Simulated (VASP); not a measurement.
A run of VASP 6.6.1 is set up as follows.

Contents of INCAR:

```
SYSTEM = W
  PREC = Accurate
  ENCUT = 520
  EDIFF = 1E-8
  ISMEAR = 0
  SIGMA = 0.1
  LREAL = .FALSE.
  LASPH = .TRUE.
  NELM = 80
  ALGO = Normal
  ISIF = 3
  LWAVE = .FALSE.
  LCHARG = .FALSE.
  GGA = PE
  NBANDS = 13
  IBRION = 6
  NFREE = 2
  POTIM = 0.015
  NSW = 1
```

Contents of KPOINTS:

```
regular mesh
0
G
  4 4 4
  0 0 0
```

The input POSCAR:

```
W                                       
1.0
   -1.5910411880      1.5910411880      1.5910411880
    1.5910411880     -1.5910411880      1.5910411880
    1.5910411880      1.5910411880     -1.5910411880
  W             
     1
Direct
     0.0000000000000000    0.0000000000000000    0.0000000000000000
```

Potentials or basis: VASP PAW PBE potentials, release 64 (W_sv).

Command:

```sh
$ cat potpaw_PBE.64/W_sv/POTCAR > POTCAR
$ mpirun -np 1 vasp_std > vasp.out
```

**Question.** What does it give for the elastic constants C11, C12, C44?

**Answer.** 590, 162, 248 GPa.

**Question.** What does it give for the Voigt bulk modulus?

**Answer.** 305 GPa.

Clamped-ion elastic tensor (GPa):
```
590 162 162   0   0   0
162 590 162   0   0   0
162 162 590   0   0   0
  0   0   0 248   0   0
  0   0   0   0 248   0
  0   0   0   0   0 248
```

Caveat: the k mesh is coarse (spacing up to 0.70 Å⁻¹), so the values aren't converged; elastic constants of metals need much finer meshes, so these are rough. The run has no spin-orbit coupling, so splittings on W are missing.
